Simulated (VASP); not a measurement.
# H (I4/mmm) in VASP: further runs

The runs below take H through single point, with PBE.

All numbers are computed with VASP 6.6.1; they aren't measurements. Logs are shortened: lines on timing, memory, paths and dates and some standing lists are left out, and cuts for length are marked.

### Step 1. Starting point

It takes space group I4/mmm (No. 139, tetragonal). The conventional cell has a = 3.383 Å, b = 3.383 Å, c = 4.117 Å, α = 90.00°, β = 90.00°, γ = 90.00°. H (site symmetry 4mm) is surrounded by 1 H at 0.74 Å.

### Step 2. Single point, PBE

The input, INCAR:

```
SYSTEM = H
  PREC = Accurate
  ENCUT = 450
  EDIFF = 1E-4
  ISMEAR = 0
  SIGMA = 0.05
  LREAL = .FALSE.
  LASPH = .TRUE.
  NELM = 100
  ALGO = Normal
  ISIF = 2
  LWAVE = .FALSE.
  LCHARG = .FALSE.
  GGA = PE
  ADDGRID = .FALSE.
```

The input, KPOINTS:

```
Automatic mesh
0
G
  5 5 5
  0 0 0
```

The input, POSCAR:

```
H
1.0
   -1.6915344700      1.6915344700      2.0584739900
    1.6915344700     -1.6915344700      2.0584739900
    1.6915344700      1.6915344700     -2.0584739900
H
2
Direct
    0.0901377100      0.0901377100      0.0000000000
    0.9098622900      0.9098622900      0.0000000000
```

Potentials or basis: VASP PAW PBE potentials, release 64 (H).

On the command line:

```console
cat potpaw_PBE.64/H/POTCAR > POTCAR
mpirun -np 1 vasp_std > vasp.out
```

OUTCAR:

```text
SYSTEM = H
   PREC = Accurate
   ENCUT = 450
   EDIFF = 1E-4
   ISMEAR = 0
   LREAL = .FALSE.
   LASPH = .TRUE.
   NELM = 100
   ISIF = 2
   GGA = PE

 Found     18 irreducible k-points:

 Following reciprocal coordinates:
            Coordinates               Weight
  0.000000  0.000000  0.000000      1.000000
  0.200000 -0.000000  0.000000      8.000000
  0.400000 -0.000000  0.000000      8.000000
  0.200000  0.200000  0.000000      8.000000
  0.400000  0.200000  0.000000     16.000000
 -0.400000  0.200000 -0.000000     16.000000
   k-points           NKPTS =     18   k-points in BZ     NKDIM =     18   number of bands    NBANDS=      5
   number of dos      NEDOS =    301   number of ions     NIONS =      2
   total plane-waves  NPLWV =  13824
   dimension x,y,z NGX =    24 NGY =   24 NGZ =   24
   dimension x,y,z NGXF=    48 NGYF=   48 NGZF=   48
   ions per type =               2
   NGX,Y,Z   is equivalent  to a cutoff of  12.64, 12.64, 12.64 a.u.
   NGXF,Y,Z  is equivalent  to a cutoff of  25.29, 25.29, 25.29 a.u.
 SYSTEM =  H
   PREC   = accura    normal or accurate (medium, high low for compatibility)
   ISTART =      0    job   : 0-new  1-cont  2-samecut
   ICHARG =      2    charge: 1-file 2-atom 10-const
   ISPIN  =      1    spin polarized calculation?
   LNONCOLLINEAR =      F non collinear calculations
   LSORBIT =      F    spin-orbit coupling
   LASPH  =      T    aspherical Exc in radial PAW
   ENCUT  =  450.0 eV  33.07 Ry    5.75 a.u.   5.46  5.46  5.46*2*pi/ulx,y,z
   NELM   =    100;   NELMIN=  2; NELMDL= -5     # of ELM steps
   EDIFF  = 0.1E-03   stopping-criterion for ELM
   LREAL  =      F    real-space projection
   EDIFFG = 0.1E-02   stopping-criterion for IOM
   NSW    =      0    number of steps for IOM
   IBRION =     -1    ionic relax: 0-MD 1-quasi-New 2-CG
   NFREE  =      0    steps in history (QN), initial steepest desc. (CG)
   ISIF   =      2    stress and relaxation
   ISYM   =      2    0-nonsym 1-usesym 2-fastsym
   POTIM  = 0.5000    time-step for ionic-motion
   TEBEG  =    0.0;   TEEND  =   0.0 temperature during run
   PSTRESS=    0.0 pullay stress
   NELECT =       2.0000    total number of electrons
   NUPDOWN=      -1.0000    fix difference up-down
   EMIN   =  10.00;   EMAX   =-10.00  energy-range for DOS
   EFERMI =   0.00;   METHOD = LEGACY
   ISMEAR =     0;   SIGMA  =   0.05  broadening in eV -4-tet -1-fermi 0-gaus
   EFERMI_NEDOS =   21; number of points for ismear=-14 and -15
   IALGO  =     38    algorithm
   IMIX   =      4    mixing-type and parameters
     AMIX     =   0.40;   BMIX     =  1.00
     AMIX_MAG =   1.60;   BMIX_MAG =  1.00
  volume/ion in A,a.u.               =      11.78        79.49
  Fermi-wavevector in a.u.,A,eV,Ry     =   0.719497  1.359653  7.043413  0.517676
  Thomas-Fermi vector in A             =   1.808708
   LORBIT       =      0    0 simple, 1 ext, 2 COOP (PROOUT), +10 PAW based schemes
   GGA     = PE    functional components
   LHFCALC =     F    Hartree Fock is set to
   AEXX    =    0.0000 exact exchange contribution
   IVDW    =     0    specifies the selected vdW correction
   LEPSILON=     F    determine dielectric tensor
   LRPA    =     F    only Hartree local field effects (RPA)
 non-spin polarized calculation
 Gauss-broadening in eV      SIGMA  =   0.05
  energy-cutoff  :      450.00
  volume of cell :       23.56
 maximum number of plane-waves:       522
 NGX is ok and might be reduce to    24
   NGX = 11   NGY = 11   NGZ = 11

 number of electron       2.0000000 magnetization

 Free energy of the ion-electron system (eV)
  ---------------------------------------------------
  ext. energy  EPLUGINS =         0.00000000
  ---------------------------------------------------
  free energy    TOTEN  =        -6.77648733 eV

  energy without entropy =       -6.77648733  energy(sigma->0) =       -6.77648733

 E-fermi :  -8.0115     XC(G=0):  -5.3473

 val. band max:       -8.2782180853   @ k =  -0.4000   0.4000   0.4000
 cond. band min:       1.1933999009   @ k =   0.4000  -0.0000   0.0000
 fundamental gap:      9.4716179862
 Fermi energy:        -8.0114585434

 k-point     1 :       0.0000    0.0000    0.0000
  band No.  band energies     occupation
      1     -10.5212      2.00000
      2       5.4447      0.00000
      3       8.9361      0.00000
      4      15.3806      0.00000
      5      15.3806      0.00000

 k-point     2 :       0.2000   -0.0000    0.0000
  band No.  band energies     occupation
      1     -10.0631      2.00000
      2       3.6363      0.00000
      3       9.4624      0.00000
      4      12.2889      0.00000
      5      13.5478      0.00000

 k-point     3 :       0.4000   -0.0000    0.0000
  band No.  band energies     occupation
      1      -9.1497      2.00000
      2       1.1934      0.00000
      3       9.0024      0.00000
      4      10.7034      0.00000
      5      12.3110      0.00000

 k-point     4 :       0.2000    0.2000    0.0000
  band No.  band energies     occupation
      1      -9.3936      2.00000
      2       2.0557      0.00000
      3       7.9922      0.00000
      4      10.5240      0.00000
      5      13.4612      0.00000

 k-point     5 :       0.4000    0.2000    0.0000
  band No.  band energies     occupation
      1      -8.8024      2.00000
      2       1.4061      0.00000
      3       5.9107      0.00000
      4       9.8299      0.00000
      5      12.3110      0.00000

 k-point     6 :      -0.4000    0.2000   -0.0000
  band No.  band energies     occupation
      1      -9.2543      2.00000
      2       2.5801      0.00000
      3       6.6025      0.00000
      4      10.0631      0.00000
      5      11.6986      0.00000

 [... further k-points ...]

------------------------ aborting loop because EDIFF is reached ----------------------------------------

  FORCE on cell =-STRESS in cart. coord.  units (eV):
  Direction    XX          YY          ZZ          XY          YZ          ZX
  --------------------------------------------------------------------------------------
  -------------------------------------------------------------------------------------
  Total       -0.0135980     -0.0135980      0.1762214      0.0000000      0.0000000      0.0000000
  in kB       -0.9247392     -0.9247392     11.9840119      0.0000000      0.0000000      0.0000000
  external PRESSURE =       3.3781778 kB  Pullay stress =       0.0000000 kB

 VOLUME and BASIS-vectors are now :
 -----------------------------------------------------------------------------
  energy-cutoff  :      450.00
  volume of cell :       23.56
      direct lattice vectors                 reciprocal lattice vectors
    -1.691534470  1.691534470  2.058473990     0.000000000  0.295589602  0.242898381
     1.691534470 -1.691534470  2.058473990     0.295589602  0.000000000  0.242898381
     1.691534470  1.691534470 -2.058473990     0.295589602  0.295589602  0.000000000

 POSITION                                       TOTAL-FORCE (eV/Angst)
 -----------------------------------------------------------------------------------
      0.00000      0.00000      0.37109         0.000000      0.000000      0.274614
      0.00000      0.00000      3.74586        -0.000000     -0.000000     -0.274614
 -----------------------------------------------------------------------------------
    total drift:                               -0.000000      0.000000      0.000000

  FREE ENERGIE OF THE ION-ELECTRON SYSTEM (eV)
  ---------------------------------------------------
  free  energy   TOTEN  =        -6.7764873327 eV

  energy  without entropy=       -6.7764873327  energy(sigma->0) =       -6.77648733
```

Wall time 1.6 s (1 thread of Intel Xeon Platinum 8488C (Sapphire Rapids), shared host); peak memory 0.12 GiB.

These settings aren't checked as converged: the numbers below hold their error.

Results:

```yaml
Free_energy: -6.7765 eV
Pressure: 0.3 GPa
Largest_force: 0.275 eV/Å
Band_gap_on_the_k_mesh: 9.47 eV, indirect (least direct gap 10.15 eV)
```

Caveat: the k mesh is coarse (spacing up to 0.53 Å⁻¹), so the values aren't converged; an odd mesh through Γ misses points on the zone boundary, where band edges often lie.

### Step 3. Single point, PBE

INCAR is that of step 2.

KPOINTS is that of step 2.

The input, POSCAR:

```
H
1.0
   -1.6915344700      1.6915344700      2.0584739900
    1.6915344700     -1.6915344700      2.0584739900
    1.6915344700      1.6915344700     -2.0584739900
H
2
Direct
    0.0961830000      0.0949540000      0.0224580000
    0.9170920000      0.8909110000      0.0100700000
```

Potentials or basis: VASP PAW PBE potentials, release 64 (H).

On the command line:

```console
cat potpaw_PBE.64/H/POTCAR > POTCAR
mpirun -np 1 vasp_std > vasp.out
```

Run time: 2.5 s. Hardware: 1 thread of Intel Xeon Platinum 8488C (Sapphire Rapids), shared host; peak memory 0.12 GiB.

These settings aren't checked as converged: the numbers below hold their error.

Results:

```yaml
Free_energy: -6.7732 eV
Pressure: -1.0 GPa
Largest_force: 0.523 eV/Å
Band_gap_on_the_k_mesh: 9.07 eV, indirect (least direct gap 9.76 eV)
```

Caveat: the k mesh is coarse (spacing up to 0.53 Å⁻¹), so the values aren't converged; an odd mesh through Γ misses points on the zone boundary, where band edges often lie.

### Step 4. Single point, PBE

INCAR: that of step 3 with these lines changed.

```diff
@@ -3,3 +3,3 @@
   ENCUT = 450
-  EDIFF = 1E-4
+  EDIFF = 1E-5
   ISMEAR = 0
```

KPOINTS is that of step 3.

The input, POSCAR:

```
H
1.0
   -1.6915344700      1.6915344700      2.0584739900
    1.6915344700     -1.6915344700      2.0584739900
    1.6915344700      1.6915344700     -2.0584739900
H
2
Direct
    0.0901377100      0.0901377100      0.0000000000
    0.9098622900      0.9098622900      0.0000000000
```

On the command line:

```console
cat potpaw_PBE.64/H/POTCAR > POTCAR
mpirun -np 1 vasp_std > vasp.out
```

It took 1.7 s on 1 thread of Intel Xeon Platinum 8488C (Sapphire Rapids), shared host; peak memory 0.12 GiB.

The run converged, but some of its settings lie outside the range that counts as converged, so its numbers aren't taken as properties of the crystal.

What came out:

```
Free energy            : -6.7765 eV
Pressure               : 0.3 GPa
Largest force          : 0.275 eV/Å
Band gap on the k mesh : 9.48 eV, indirect (least direct gap 10.15 eV)
```

Caveat: the k mesh is coarse (spacing up to 0.53 Å⁻¹), so the values aren't converged; an odd mesh through Γ misses points on the zone boundary, where band edges often lie.

### Step 5. The reference run

An earlier run on the cell as given: functional PBE; potentials or basis VASP PAW PBE potentials, release 64 (H); cutoff 520 eV; k mesh 11 × 11 × 11; occupations fermi-dirac, width 0.05 eV; no spin polarisation.

- Pressure: 0.6 GPa
- Largest force: 0.264 eV/Å
- Band gap on the k mesh: 9.05 eV, indirect (least direct gap 9.84 eV)
